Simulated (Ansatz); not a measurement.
Level of theory: DFT PBE, scalar-relativistic, plane waves, PAW (Ansatz 0.2.0). All cells share a 420 eV cutoff and Γ-centred k meshes spaced at most about 0.3 Å⁻¹ (about 0.25 or finer for metals, 2π included). No spin polarisation.

Temperature and zero-point effects are left out.

Two forms of Mg5Te3 were relaxed alike.

A.

```
CELL_PARAMETERS angstrom
7.69539 0.00000 0.00000
-3.84770 6.66441 0.00000
0.00000 0.00000 3.98575
ATOMIC_POSITIONS crystal
Mg 0.66667 0.33333 0.50000
Mg 0.33333 0.66667 0.50000
Mg 0.00000 0.21967 0.50000
Mg 0.21967 0.00000 0.50000
Mg 0.78033 0.78033 0.50000
Te 0.00000 0.62381 0.00000
Te 0.37619 0.37619 0.00000
Te 0.62381 0.00000 0.00000
```

B.

```
CELL_PARAMETERS angstrom
4.11964 0.00000 0.00000
0.00000 4.37105 0.00000
0.00000 0.00000 11.22999
ATOMIC_POSITIONS crystal
Mg 0.00000 0.00000 0.50000
Mg 0.00000 0.00000 0.00000
Mg 0.50000 0.50000 0.00000
Mg 0.00000 0.50000 0.73296
Mg 0.00000 0.50000 0.26704
Te 0.50000 0.00000 0.80329
Te 0.50000 0.00000 0.19671
Te 0.50000 0.50000 0.50000
```

Question: Which form is favoured at zero pressure, and by what margin per atom?

Answer: B is lower, by 55 meV/atom. A has space group P-62m (No. 189), 25.6 Å³/atom and no gap on its mesh; B has space group Pmmm (No. 47), 25.3 Å³/atom and no gap. Counting Te atoms around Mg (those within 1.25 times the shortest such distance or 1.15 times the sum of covalent radii, 1.27 where that leaves under three; a plus sign parts nearer from farther groups; a slash parts the counts of unlike sites), A has Mg 4+2/6 and B has Mg 4/6. Both come from invented guesses. The lowest form computed isn't among them: it has space group R3m (No. 160), 30.4 Å³/atom and lies 14 meV/atom below the best shown.

Spin–orbit coupling, which can matter for Te, is left out. Cells relaxed within their symmetry can be saddle points. Some structure types and database cells were kept out of the candidates from the start, so a known form may be missing.
